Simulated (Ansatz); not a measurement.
# C: one input, then a changed one

The cell is the one relaxed in the Materials Project (mp-66), not relaxed further here; entries there can be hypothetical. The listed cell was then made from it by scaling, straining or moving an atom.

First run: DFT, r2SCAN, PAW with Ansatz's default frozen-core files, scalar-relativistic (Ansatz 0.2.0).

Command: `ansatz run input.yaml --threads 1 --pin off --max-ram 2048MiB --backend cpu --events-out ev --progress --plain --runs-dir out` The run took about 1.8 s on 1 thread of a shared machine.

```yaml
crystal:
  lattice:
    - [0.0, 1.8152906853, 1.8152906853]
    - [1.8152906853, 0.0, 1.8152906853]
    - [1.8152906853, 1.8152906853, 0.0]
  atoms:
    - { symbol: C, position: [0.0, 0.0, 0.0] }
    - { symbol: C, position: [0.25, 0.25, 0.25] }
kpoints:
  mp_grid: { grid: [14, 14, 14] }
scf:
  occupations: { method: fermi_dirac, width: 0.03 }
hamiltonian:
  xc: r2scan
  pseudopotentials: { kind: paw }
output:
  forces: true
  stress: true
  eigenvalues: true
  efg: { contact_densities: true }
```

Result: converged; pressure -23.7 GPa; gap on the k mesh 4.23 eV; 6 SCF iterations.

The input is then changed:

```diff
@@ -19,3 +19,6 @@
   eigenvalues: true
   efg: { contact_densities: true }
+basis:
+  ecutwfc: "58.8 Ry"
+  xc_grid: 1
```

Predict the outcome of the changed run.

It converged; energy at zero smearing -1.9 meV/atom from the first run; pressure -23.8 GPa; gap on the k mesh 4.23 eV; 6 SCF iterations.
